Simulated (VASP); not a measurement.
## Ga under changes of volume

One of the cells (19.058 Å³/atom); the others are scaled copies at fixed shape and fractional positions:

```xyz
2
Lattice="1.4596 -4.0919 0.0000 1.4596 4.0919 0.0000 0.0000 0.0000 3.1910" Properties=species:S:1:pos:R:3 pbc="T T T"
Ga    1.4596    3.0035    2.3932
Ga    1.4596   -3.0035    0.7977
```

This isn't the form of Ga at room conditions, which is orthorhombic.

- Program: VASP 6.6.1
- Functional: PBE
- Potentials or basis: VASP PAW PBE potentials, release 64 (Ga_d)
- Cutoff: 520 eV
- k mesh: 10 × 10 × 8
- Occupations: fermi-dirac, width 0.05 eV
- Spin: no spin polarisation

```tsv
volume (Å³/atom)	energy over the lowest point (meV/atom)	pressure (GPa)	largest force (eV/Å)
17.564	?	?	?
17.937	15.35	4.1	0.230
18.311	7.29	2.8	0.222
19.058	0.00	0.5	0.206
19.432	0.11	-0.5	0.199
19.806	2.31	-1.3	0.190
```

Question: What does the run at 17.564 Å³/atom give?

Answer: Energy over the lowest point 26.82 meV/atom; pressure 5.7 GPa; largest force 0.238 eV/Å.

Worked out: A Birch-Murnaghan fit of order 3 (a polynomial in V^(-2/3)) to the other rows has its minimum at 19.23 Å³/atom with B0 = V·E''(V) = 50 GPa and B' = 5.4 at fixed shape and positions, which overstates the stiffness. It gives 26.85 meV/atom at 17.564 Å³/atom, against the run's 26.82, and -dE/dV = 5.7 GPa, against 5.7.

Energies are extrapolated to zero smearing.
